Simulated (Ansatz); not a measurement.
## GaSb: energy along a strain

GaSb, F-43m, a = 6.111 Å. Ansatz: PBEsol, PAW, 420 eV, Γ-centred 18×18×18 mesh on 2 atoms, Gaussian smearing 0.15 eV; no spin polarisation. Cell vectors (Å): 0.000 3.056 3.056; 3.056 0.000 3.056; 3.056 3.056 0.000. The cell is strained by x per cent times the pattern (0 1 0 0 0 0) in the order xx yy zz yz xz xy (engineering shears), with fractional coordinates held. y is the free energy over the start, V0 = 28.530 Å³/atom. Points with a strain past 8.5 % were computed too (4) and aren't used here.

```tsv
x (%)	y (meV/atom)
-7.50	43.14
-3.75	10.48
0.00	0.00
3.75	9.80
7.50	?
```

**Question.** Fit y = c2 x² + c3 x³ to the other rows, get the stiffness along the pattern, and predict the missing energy.

**Answer.** Least squares on the rows shown. y = 0.72058 x² − 0.0061884 x³. The clamped-ion stiffness p·C·p = 2 × 7.206 eV × 160.2 / 28.530 Å³ = 81 GPa, which is C22 in these axes (C11 of the cubic crystal). At x = 7.50 the fit asked for gives 37.92 meV/atom. The run gave 37.66 meV/atom, so the fit is 0.26 meV/atom too high, 0.6 % of the span of the series, against an rms of 0.01 meV/atom on the fitted rows. The row lies outside the fitted range. With a term in x⁴ added, a fit to the same known rows (none to spare) predicts 37.70 meV/atom, so most of the miss is curvature that the known rows already hold.